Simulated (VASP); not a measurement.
# GaN: GW0, energies updated in G, by functional

GaN, F-43m (no. 216), 2 atoms in the cell.

| Functional | Quasiparticle gap on the mesh (eV) | Gap of the starting point on the mesh (eV) | Quasiparticle gap at the zone centre (eV) | Starting gap at the zone centre (eV) | Correction of the gap between the band edges on the mesh (eV) | Time (s) |
|---|---|---|---|---|---|---|
| LDA | 3.07 | 1.73 | 3.07 | 1.73 | 1.34 | 135 |
| PBE | 3.02 | 1.71 | 3.02 | 1.71 | 1.31 | 138 |
| PBEsol | 3.06 | 1.67 | 3.06 | 1.67 | 1.39 | 125 |
| r2SCAN | 3.21 | 2.10 | 3.21 | 2.10 | 1.12 | 156 |
| HSE06 | 3.54 | 3.03 | 3.54 | 3.03 | 0.51 | 361 |
| PBE0 | 3.76 | 3.79 | 3.76 | 3.79 | -0.03 | 328 |
| HSE03 | 3.47 | 2.78 | 3.47 | 2.78 | 0.69 | 337 |
| SCAN | 3.17 | 2.02 | 3.17 | 2.02 | 1.15 | 134 |

Limits: the mesh is coarse: the screening isn't converged, and the gap may still move by about 0.1 eV.

## Input of the first row

INCAR.step1:
```
SYSTEM = GaN
  PREC = Accurate
  ENCUT = 500
  ISMEAR = 0
  SIGMA = 0.05
  LASPH = .TRUE.
  LREAL = .FALSE.
  GGA = CA
  ALGO = Normal
  EDIFF = 1E-8
  NELM = 150
  LWAVE = .TRUE.
  LCHARG = .FALSE.
  KPAR = 4
```

INCAR.step2, as INCAR.step1 but for:
```
- ALGO = Normal
- NELM = 150
+ ALGO = Exact
+ NELM = 1
+ ISTART = 1
+ NBANDS = 152
+ LOPTICS = .TRUE.
```

INCAR.step3:
```
SYSTEM = GaN
  PREC = Accurate
  ENCUT = 500
  ISMEAR = 0
  SIGMA = 0.05
  LASPH = .TRUE.
  LREAL = .FALSE.
  GGA = CA
  ALGO = EVGW0
  NBANDS = 152
  NBANDSGW = 17
  ENCUTGW = 200
  NOMEGA = 48
  PRECFOCK = Fast
  ISTART = 1
  LWAVE = .FALSE.
  LCHARG = .FALSE.
  NELMGW = 4
  KPAR = 4
```

KPOINTS:
```
k-points
0
Gamma
  4 4 4
```

POSCAR:
```
GaN
1.0
    0.0000000000      2.2535006075      2.2535006075
    2.2535006075      0.0000000000      2.2535006075
    2.2535006075      2.2535006075      0.0000000000
Ga N
1 1
Direct
    0.0000000000      0.0000000000      0.0000000000
    0.2500000000      0.2500000000      0.2500000000
```

Commands (each step's output is kept before the next begins):
```
cat potpaw_LDA.64/Ga_d_GW/POTCAR potpaw_LDA.64/N_GW/POTCAR > POTCAR
cp INCAR.step1 INCAR
mpirun -np 4 vasp_std > vasp.out
cp INCAR.step2 INCAR
mpirun -np 4 vasp_std > vasp.out
cp INCAR.step3 INCAR
mpirun -np 4 vasp_std > vasp.out
```

Changes of the last row against the first:
```
(all steps)
- GGA = CA
+ METAGGA = SCAN
+ LMIXTAU = True
- cat potpaw_LDA.64/Ga_d_GW/POTCAR potpaw_LDA.64/N_GW/POTCAR > POTCAR
+ cat potpaw_PBE.64/Ga_d_GW/POTCAR potpaw_PBE.64/N_GW/POTCAR > POTCAR
```

VASP 6.6.1 took 135 s on 4 cores (Intel Xeon Platinum 8488C (Sapphire Rapids)), a shared host.
